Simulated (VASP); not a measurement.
# CdSe (Cadmoselite) (P6_3mc) in VASP: notebook

CdSe (Cadmoselite) is run at these levels: revPBE+D3(BJ), PBE+D4; tasks: single point.

All numbers are computed with VASP 6.6.1; they aren't measurements. Logs are shortened: lines on timing, memory, paths and dates and some standing lists are left out, and cuts for length are marked.

**The experiment to reproduce.**

A printed reference work, data compilation reports, for a bulk crystal of CdSe at 2 K: band gap 1.841 eV.

The results are compared with them further down.

**1. The cell of the first run**

It takes space group P6_3mc (No. 186, hexagonal). The conventional cell has a = 4.300 Å, b = 4.300 Å, c = 7.020 Å, α = 90.00°, β = 90.00°, γ = 120.00°. Cd (site symmetry 3m) has 4 Se at 2.61 to 2.70 Å within 3.4 Å. Se (site symmetry 3m) has 4 Cd at 2.61 to 2.70 Å within 3.4 Å.

**2. Single point, revPBE+D3(BJ)**

The input, INCAR:

```
PREC = Accurate
ENCUT = 520
EDIFF = 1E-7
ISMEAR = -1
SIGMA = 0.05
LREAL = False
LASPH = True
NELM = 100
ALGO = Normal
ISIF = 2
LWAVE = False
LCHARG = False
GGA = RE
IVDW = 12
NBANDS = 26
```

The input, KPOINTS:

```
regular mesh
0
Gamma
  7 7 4
```

The input, POSCAR:

```
CdSe
1.0
    4.3000000000      0.0000000000      0.0000000000
   -2.1500000000      3.7239092363      0.0000000000
    0.0000000000      0.0000000000      7.0200000000
Cd Se
2 2
Direct
    0.6666666667      0.3333333333      0.5000000000
    0.3333333333      0.6666666667      0.0000000000
    0.6666666667      0.3333333333      0.8850000000
    0.3333333333      0.6666666667      0.3850000000
```

Potentials or basis: VASP PAW PBE potentials, release 64 (Cd, Se).

The run is started by

```
> cat potpaw_PBE.64/Cd/POTCAR potpaw_PBE.64/Se/POTCAR > POTCAR
> mpirun -np 1 vasp_std > vasp.out
```

OUTCAR:

```text
PREC = Accurate
   ENCUT = 520
   EDIFF = 1E-7
   ISMEAR = -1
   LREAL = False
   LASPH = True
   NELM = 100
   ISIF = 2
   GGA = RE
   IVDW = 12
 IVDW          = 12

 ion  position               nearest neighbor table
   1  0.667  0.333  0.500-   4 2.61   4 2.61   4 2.61   3 2.70
   2  0.333  0.667  0.000-   3 2.61   3 2.61   3 2.61   4 2.70
   3  0.667  0.333  0.885-   2 2.61   2 2.61   2 2.61   1 2.70
   4  0.333  0.667  0.385-   1 2.61   1 2.61   1 2.61   2 2.70

  LATTYP: Found a hexagonal cell.
 ALAT       =     4.3000000000
 C/A-ratio  =     1.6325581395

  Lattice vectors:

 A1 = (   4.3000000000,   0.0000000000,   0.0000000000)
 A2 = (  -2.1500000000,   3.7239092363,   0.0000000000)
 A3 = (   0.0000000000,   0.0000000000,   7.0200000000)

Analysis of symmetry for initial positions (statically):
=====================================================================
 Subroutine PRICEL returns:
 Original cell was already a primitive cell.

 Routine SETGRP: Setting up the symmetry group for a
 hexagonal supercell.

 Subroutine GETGRP returns: Found 12 space group operations
 (whereof  6 operations were pure point group operations)
 out of a pool of 24 trial point group operations.

The static configuration has the point symmetry C_3v.
 The point group associated with its full space group is C_6v.

Analysis of symmetry for dynamics (positions and initial velocities):
=====================================================================
 Subroutine PRICEL returns:
 Original cell was already a primitive cell.

 Routine SETGRP: Setting up the symmetry group for a
 hexagonal supercell.

 Subroutine GETGRP returns: Found 12 space group operations
 (whereof  6 operations were pure point group operations)
 out of a pool of 24 trial point group operations.

The dynamic configuration has the point symmetry C_3v.
 The point group associated with its full space group is C_6v.

 Subroutine INISYM returns: Found 12 space group operations
 (whereof  6 operations are pure point group operations),
 and found     1 'primitive' translations

----------------------------------------------------------------------------------------

                                     Primitive cell

  volume of cell :     112.4099

  direct lattice vectors                    reciprocal lattice vectors
     4.300000000  0.000000000  0.000000000     0.232558140  0.134267504  0.000000000
    -2.150000000  3.723909236  0.000000000     0.000000000  0.268535009  0.000000000
[... 89 lines left out ...]
   LREAL  =      F    real-space projection
   EDIFFG = 0.1E-05   stopping-criterion for IOM
   NSW    =      0    number of steps for IOM
   IBRION =     -1    ionic relax: 0-MD 1-quasi-New 2-CG
   NFREE  =      0    steps in history (QN), initial steepest desc. (CG)
   ISIF   =      2    stress and relaxation
   ISYM   =      2    0-nonsym 1-usesym 2-fastsym
   POTIM  = 0.5000    time-step for ionic-motion
   TEBEG  =    0.0;   TEEND  =   0.0 temperature during run
   PSTRESS=    0.0 pullay stress
   NELECT =      36.0000    total number of electrons
   NUPDOWN=      -1.0000    fix difference up-down
   EMIN   =  10.00;   EMAX   =-10.00  energy-range for DOS
   EFERMI =   0.00;   METHOD = LEGACY
   ISMEAR =    -1;   SIGMA  =   0.05  broadening in eV -4-tet -1-fermi 0-gaus
   EFERMI_NEDOS =   21; number of points for ismear=-14 and -15
   IALGO  =     38    algorithm
   IMIX   =      4    mixing-type and parameters
     AMIX     =   0.40;   BMIX     =  1.00
     AMIX_MAG =   1.60;   BMIX_MAG =  1.00
  volume/ion in A,a.u.               =      28.10       189.64
  Fermi-wavevector in a.u.,A,eV,Ry     =   1.120059  2.116604 17.068937  1.254531
  Thomas-Fermi vector in A             =   2.256702
   LORBIT       =      0    0 simple, 1 ext, 2 COOP (PROOUT), +10 PAW based schemes
   GGA     = RE    functional components
   LHFCALC =     F    Hartree Fock is set to
   AEXX    =    0.0000 exact exchange contribution
   IVDW    =    12    specifies the selected vdW correction
   LEPSILON=     F    determine dielectric tensor
   LRPA    =     F    only Hartree local field effects (RPA)
 non-spin polarized calculation
  energy-cutoff  :      520.00
  volume of cell :      112.41
 maximum number of plane-waves:      3042
 NGX is ok and might be reduce to    32
   NGX = 15   NGY = 15   NGZ = 27

 number of electron      35.9999998 magnetization

 Free energy of the ion-electron system (eV)
  ---------------------------------------------------
  ext. energy  EPLUGINS =         0.00000000
  ---------------------------------------------------
  free energy    TOTEN  =        -9.72230815 eV

  energy without entropy =       -9.72230335  energy(sigma->0) =       -9.72230575

 E-fermi :   1.4752     XC(G=0):  -8.7066

 val. band max:        1.0257515693   @ k =   0.0000   0.0000   0.0000
 cond. band min:       1.8568458379   @ k =   0.0000   0.0000   0.0000
 fundamental gap:      0.8310942686
 Fermi energy:         1.4752416221

 k-point     1 :       0.0000    0.0000    0.0000
  band No.  band energies     occupation
      1     -11.5341      2.00000
      2     -11.1724      2.00000
      3      -6.9127      2.00000
      4      -6.9127      2.00000
      5      -6.8571      2.00000
      6      -6.8571      2.00000
[... 685 lines left out ...]
     25       9.1832      0.00000
     26       9.1832      0.00000

------------------------ aborting loop because EDIFF is reached ----------------------------------------

 Edisp (eV)   -2.44882

 E8    (eV) :    -1.6997

  FORCE on cell =-STRESS in cart. coord.  units (eV):
  Direction    XX          YY          ZZ          XY          YZ          ZX
  --------------------------------------------------------------------------------------
  -------------------------------------------------------------------------------------
  Total       0.99593     0.99593    -0.53181     0.00000     0.00000     0.00000
  in kB      14.19499    14.19499    -7.57985     0.00000     0.00000     0.00000
  external pressure =        6.94 kB  Pullay stress =        0.00 kB

 VOLUME and BASIS-vectors are now :
 -----------------------------------------------------------------------------
  energy-cutoff  :      520.00
  volume of cell :      112.41
      direct lattice vectors                 reciprocal lattice vectors
     4.300000000  0.000000000  0.000000000     0.232558140  0.134267504  0.000000000
    -2.150000000  3.723909236  0.000000000     0.000000000  0.268535009  0.000000000
     0.000000000  0.000000000  7.020000000     0.000000000  0.000000000  0.142450142

 POSITION                                       TOTAL-FORCE (eV/Angst)
 -----------------------------------------------------------------------------------
      2.15000      1.24130      3.51000        -0.000000     -0.000000      0.298491
     -0.00000      2.48261      0.00000         0.000000      0.000000      0.298491
      2.15000      1.24130      6.21270         0.000000     -0.000000     -0.298491
     -0.00000      2.48261      2.70270         0.000000      0.000000     -0.298491
 -----------------------------------------------------------------------------------
    total drift:                               -0.000000     -0.000000      0.000113

  FREE ENERGIE OF THE ION-ELECTRON SYSTEM (eV)
  ---------------------------------------------------
  free  energy   TOTEN  =       -12.1711306087 eV

  energy  without entropy=      -12.1711258094  energy(sigma->0) =      -12.17112821
```

stdout:

```text
POSCAR found type information on POSCAR CdSe
 POSCAR found :  2 types and       4 ions
 scaLAPACK will be used
 -----------------------------------------------------------------------------
|                                                                             |
|                                                                             |
|     You enforced a specific xc type in the INCAR file but a different       |
|     I HOPE YOU KNOW WHAT YOU ARE DOING!                                     |
|                                                                             |
 -----------------------------------------------------------------------------

 LDA part: xc-table for (Slater+PW92), standard interpolation
 POSCAR, INCAR and KPOINTS ok, starting setup
 FFT: planning ... GRIDC
 FFT: planning ... GRID_SOFT
 FFT: planning ... GRID
 WAVECAR not read
 entering main loop
```

Run time: 28 s. Hardware: 1 thread of Intel Xeon 6975P-C (Granite Rapids), shared host; peak memory 0.26 GiB.

Results:

```yaml
Free_energy: -12.1711 eV
Pressure: 0.7 GPa
Largest_force: 0.298 eV/Å
Band_gap_on_the_k_mesh: 0.83 eV, direct
Dispersion_energy_per_atom: -0.612 eV
```

Forces on the atoms (eV/Å):
```
Cd   0.000  0.000  0.298
Cd   0.000  0.000  0.298
Se   0.000  0.000 -0.298
Se   0.000  0.000 -0.298
```

Stress tensor (GPa, compression positive):
```
 1.42  0.00  0.00
 0.00  1.42  0.00
 0.00  0.00 -0.76
```

Caveat: the PAW data sets were made with another functional, which shifts forces and pressure a little.

**3. Single point, PBE+D4**

This run uses another cell than the first one, of 28.58 Å³/atom, 1.017 times its volume.

The input, INCAR:

```
  PREC = Accurate
  ENCUT = 520
  EDIFF = 1E-7
  ISMEAR = -1
  SIGMA = 0.05
  LREAL = F
  LASPH = T
  NELM = 100
  ALGO = Normal
  ISIF = 2
  LWAVE = F
  LCHARG = F
  GGA = PE
  IVDW = 13
  NBANDS = 26
```

The input, KPOINTS:

```
Automatic mesh
0
Gamma
  7 7 4
```

The input, POSCAR:

```
CdSe
1.0
    4.3227199097      0.0000000000      0.0000000000
   -2.1613599548      3.7435852552      0.0000000000
    0.0000000000      0.0000000000      7.0643695875
Cd Se
2 2
Direct
    0.6666666667      0.3333333333      0.5048550141
    0.3333333333      0.6666666667      0.0048550141
    0.6666666667      0.3333333333      0.8801449859
    0.3333333333      0.6666666667      0.3801449859
```

Potentials or basis: VASP PAW PBE potentials, release 64 (Cd, Se).

The run is started by

```
> cat potpaw_PBE.64/Cd/POTCAR potpaw_PBE.64/Se/POTCAR > POTCAR
> mpirun -np 1 vasp_std > vasp.out
```

It took 24 s on 1 thread of Intel Xeon 6975P-C (Granite Rapids), shared host; peak memory 0.25 GiB.

The run converged. Its results:

```
Free energy                : -12.2279 eV
Pressure                   : 0.3 GPa
Band gap on the k mesh     : 0.63 eV, direct
Dispersion energy per atom : -0.318 eV
```

Forces on the atoms (eV/Å):
```
Cd   0.000  0.000  0.002
Cd   0.000  0.000  0.002
Se   0.000  0.000 -0.002
Se   0.000  0.000 -0.002
```

Levels at points of the mesh, in eV from the valence-band top:
```csv
k point,band 16,band 17,band 18,band 19,band 20,band 21
"(0.00, 0.00, 0.00)",-0.05,0.00,0.00,0.63,2.20,5.86
"(0.00, 0.00, 0.50)",-0.39,-0.39,-0.39,2.35,2.35,5.82
```

**4. Comparison with measurements**

Step 2. Against the measured gap of CdSe, 1.841 eV (2 K; a printed reference work, data compilation), the calculated 0.83 eV is off by -1.01 eV. So large a miss can be the level of theory's own, or it may mean another phase, state or a wrong row. Spin-orbit coupling on Cd, Se is left out. The value is that of revPBE+D3(BJ), without temperature or zero-point motion. Semilocal functionals fall short of measured gaps as a rule.

Step 3. Against the measured gap of CdSe, 1.841 eV (2 K; a printed reference work, data compilation), the calculated 0.63 eV is off by -1.21 eV. So large a miss can be the level of theory's own, or it may mean another phase, state or a wrong row. Spin-orbit coupling on Cd, Se is left out. The value is that of PBE+D4, without temperature or zero-point motion. Semilocal functionals fall short of measured gaps as a rule.
